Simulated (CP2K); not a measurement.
# Al (Fm-3m) in CP2K: equation of state, part 2 of 2

CP2K 2026.2.

## Step 8: Single point, PBEsol, 17.60 Å³/atom (volume scaled by 1.06)

File al_eos.inp:

```
&GLOBAL
  PROJECT al_eos
  RUN_TYPE ENERGY_FORCE
  PRINT_LEVEL LOW
&END GLOBAL
&FORCE_EVAL
  METHOD QS
  STRESS_TENSOR ANALYTICAL
  &DFT
    BASIS_SET_FILE_NAME BASIS_MOLOPT_UZH
    POTENTIAL_FILE_NAME POTENTIAL_UZH
    WFN_RESTART_FILE_NAME previous-RESTART.kp
    &MGRID
      CUTOFF 450
      REL_CUTOFF 60
      NGRIDS 4
    &END MGRID
    &QS
      METHOD GPW
      EPS_DEFAULT 1.0E-10
    &END QS
    &KPOINTS
      SCHEME MONKHORST-PACK 11 11 11
      GAMMA_CENTERED T
      SYMMETRY T
      SYMMETRY_BACKEND SPGLIB
    &END KPOINTS
    &SCF
      SCF_GUESS RESTART
      EPS_SCF 1.0E-6
      MAX_SCF 100
      ADDED_MOS 8
      CHOLESKY OFF
      EPS_EIGVAL 1.0E-7
      &DIAGONALIZATION ON
        ALGORITHM STANDARD
      &END DIAGONALIZATION
      &MIXING ON
        METHOD BROYDEN_MIXING
        ALPHA 0.4
        BETA 1.5
        NBUFFER 8
      &END MIXING
      &SMEAR ON
        METHOD FERMI_DIRAC
        ELECTRONIC_TEMPERATURE 580.23
      &END SMEAR
    &END SCF
    &XC
      &XC_FUNCTIONAL
        &GGA_X_PBE_SOL
        &END GGA_X_PBE_SOL
        &GGA_C_PBE_SOL
        &END GGA_C_PBE_SOL
      &END XC_FUNCTIONAL
    &END XC
    &PRINT
      &KPOINTS ON
      &END KPOINTS
      &MULLIKEN ON
      &END MULLIKEN
      &MO ON
        ENERGIES T
        OCCUPATION_NUMBERS T
        &EACH
          QS_SCF 0
        &END EACH
        ADD_LAST NUMERIC
      &END MO
    &END PRINT
  &END DFT
  &SUBSYS
    &CELL
      ABC 2.9196681405 2.9196681404 2.9196681404
      ALPHA_BETA_GAMMA 60.0000000002 60.0000000002 59.9999999999
      PERIODIC XYZ
    &END CELL
    &COORD
      SCALED
      Al  0.0000000000 0.0000000000 0.0000000000
    &END COORD
    &KIND Al
      BASIS_SET TZVP-MOLOPT-PBE-GTH-q3
      POTENTIAL GTH-PBE-q3
    &END KIND
    &PRINT
      &ATOMIC_COORDINATES ON
      &END ATOMIC_COORDINATES
      &CELL ON
      &END CELL
    &END PRINT
  &END SUBSYS
  &PRINT
    &FORCES ON
    &END FORCES
    &STRESS_TENSOR ON
    &END STRESS_TENSOR
  &END PRINT
&END FORCE_EVAL
```

Potentials or basis: POTENTIAL_UZH Al GTH-PBE-q3; TZVP-MOLOPT-PBE-GTH basis.

On the command line:

```console
$ OMP_NUM_THREADS=1 cp2k.psmp -i al_eos.inp -o al_eos.out
```

al_eos.out:

```text

 CP2K| version string:                                       CP2K version 2026.2
 CP2K| Input file name                                                al_eos.inp

 GLOBAL| Force Environment number                                              1
 GLOBAL| Basis set file name                                    BASIS_MOLOPT_UZH
 GLOBAL| Potential file name                                       POTENTIAL_UZH
 GLOBAL| MM Potential file name                                     MM_POTENTIAL
 GLOBAL| Coordinate file name                                      __STD_INPUT__
 GLOBAL| Method name                                                        CP2K
 GLOBAL| Project name                                                     al_eos
 GLOBAL| Run type                                                   ENERGY_FORCE
 GLOBAL| FFT library                                                       FFTW3
[... 8 lines left out ...]
 GLOBAL| CPU model name                                                  UNKNOWN

 CELL| Volume [angstrom^3]:                                            17.598898
 CELL| Vector a [angstrom]:       2.920     0.000     0.000   |a| =     2.919668
 CELL| Vector b [angstrom]:       1.460     2.529     0.000   |b| =     2.919668
 CELL| Vector c [angstrom]:       1.460     0.843     2.384   |c| =     2.919668
 CELL| Angle (b,c), alpha [degree]:                                    60.000000
 CELL| Angle (a,c), beta  [degree]:                                    60.000000
 CELL| Angle (a,b), gamma [degree]:                                    60.000000
 CELL| Numerically orthorhombic:                                              NO
 CELL| Periodicity                                                           XYZ

 CELL_REF| Volume [angstrom^3]:                                        17.598898
 CELL_REF| Vector a [angstrom     2.920     0.000     0.000   |a| =     2.919668
 CELL_REF| Vector b [angstrom     1.460     2.529     0.000   |b| =     2.919668
 CELL_REF| Vector c [angstrom     1.460     0.843     2.384   |c| =     2.919668
 CELL_REF| Angle (b,c), alpha [degree]:                                60.000000
 CELL_REF| Angle (a,c), beta  [degree]:                                60.000000
[... 12 lines left out ...]
 TOTAL NUMBERS AND MAXIMUM NUMBERS

  Total number of            - Atomic kinds:                                   1
                             - Atoms:                                          1
                             - Shell sets:                                     1
[... 129 lines left out ...]

  Total energy:                                                -2.07056706527203
  Total energy (extrapolated to T->0):                         -2.07049124714537

 MO| EIGENVALUES AND OCCUPATION NUMBERS FOR K POINT 1
 MO|
 MO|  Index      Eigenvalue [a.u.]        Eigenvalue [eV]             Occupation
 MO|      1               0.038100               1.036752               2.000000
 MO|      2               0.122100               3.322508               2.000000
 MO|      3               0.630130              17.146700               0.000000
 MO|      4               0.630130              17.146723               0.000000
 MO|      5               0.701675              19.093536               0.000000
 MO|      6               0.701675              19.093545               0.000000
 MO|      7               0.794129              21.609355               0.000000
 MO|      8               1.142379              31.085719               0.000000
 MO|      9               1.142379              31.085726               0.000000
 MO|     10               1.284797              34.961100               0.000000
 MO| Sum:                                                               4.000000
 MO| E(Fermi):            0.239364 a.u.          6.513417 eV
 MO| Band gap:            0.508030 a.u.         13.824192 eV
[... 197 lines left out ...]
 MO|
 MO|  Index      Eigenvalue [a.u.]        Eigenvalue [eV]             Occupation
 MO|      1              -0.002987              -0.081274               2.000000
 MO|      2               0.299485               8.149402               0.000000
 MO|      3               0.418251              11.381175               0.000000
 MO|      4               0.452716              12.319027               0.000000
 MO|      5               0.683963              18.611570               0.000000
 MO|      6               0.796310              21.668699               0.000000
 MO|      7               0.913700              24.863051               0.000000
 MO|      8               1.051109              28.602131               0.000000
 MO|      9               1.140216              31.026846               0.000000
 MO|     10               1.409402              38.351786               0.000000
 MO| Sum:                                                               2.000000
 MO| E(Fermi):            0.239364 a.u.          6.513417 eV

 [... the levels of further k-points ...]

 !-----------------------------------------------------------------------------!
                     Mulliken Population Analysis

 #  Atom  Element  Kind  Atomic population                           Net charge
       1     Al       1          3.000000                              0.000000
 # Total charge                              3.000000                  0.000000

 !-----------------------------------------------------------------------------!

 ENERGY| Total FORCE_EVAL ( QS ) energy [hartree]             -2.070566049162499

 FORCES| Atomic forces [hartree/bohr]
 FORCES|   Atom     x               y               z               |f|
 FORCES|      1  3.17891574E-16 -1.04722573E-15 -1.34365536E-15   1.73295889E-15
 FORCES| Sum     3.17891574E-16 -1.04722573E-15 -1.34365536E-15
 FORCES| Total atomic force                                       1.73295889E-15

 STRESS| Analytical stress tensor [bar]
 STRESS|                        x                   y                   z
 STRESS|      x       -4.66349826312E+04  -5.72556475816E-02  -2.51427678108E-02
 STRESS|      y       -5.72556475816E-02  -4.66350154227E+04   6.49557448576E-02
 STRESS|      z       -2.51427678108E-02   6.49557448576E-02  -4.66348295290E+04
 STRESS| 1/3 Trace                                            -4.66349425276E+04
 STRESS| Determinant                                          -1.01422506121E+14

 STRESS| Eigenvectors and eigenvalues of the analytical stress tensor [bar]
 STRESS|                        1                   2                   3
 STRESS| Eigenvalues  -4.66350650816E+04  -4.66349631674E+04  -4.66347993339E+04
 STRESS|      x           0.525487620709      0.819089694848     -0.230119169723
 STRESS|      y           0.832904979566     -0.440076194970      0.335562568881
 STRESS|      z          -0.173585873546      0.368001378277      0.913478478177
```

Wall time 32 s (1 thread of Arm Neoverse V1, shared host); peak memory 0.2 GiB.

What came out:

```yaml
Free_energy: -56.3430 eV
Pressure: -4.7 GPa
Band_gap_on_the_k_mesh: none (metal or under the smearing width)
```

Caveat: the potentials were made for another functional, which shifts forces and pressure; the basis of atomic orbitals isn't converged, which shifts pressures, moduli and gaps.

## Step 9: Equation of state, PBEsol

Potentials or basis: POTENTIAL_UZH Al GTH-PBE-q3; TZVP-MOLOPT-PBE-GTH basis.

No new run: the results of the series are fitted here.

Results:

```yaml
Equilibrium_volume: 16.47 Å³/atom
Bulk_modulus: 81 GPa
Pressure_derivative_of_the_bulk_modulus: 4.3
```

Energy against volume, from the lowest point:
| volume (Å³/atom) | energy (meV/atom) |
| --- | --- |
| 15.607 | 12.20 |
| 15.939 | 4.26 |
| 16.271 | 0.32 |
| 16.603 | 0.00 |
| 16.935 | 2.92 |
| 17.267 | 8.76 |
| 17.599 | 17.21 |

Caveat: the potentials were made for another functional, which shifts forces and pressure; the basis of atomic orbitals isn't converged, which shifts pressures, moduli and gaps.

## Step 10: Against experiment

Step 9. Measured bulk modulus of Al: 76.9 GPa (quoted in “The interpretation of polycrystalline coherent inelastic neutron scattering from aluminium”, 2013, pmc:3831299). This calculation gives 81 GPa (+5.3 %). The fit is for a static lattice scaled at fixed shape and fixed fractional positions.
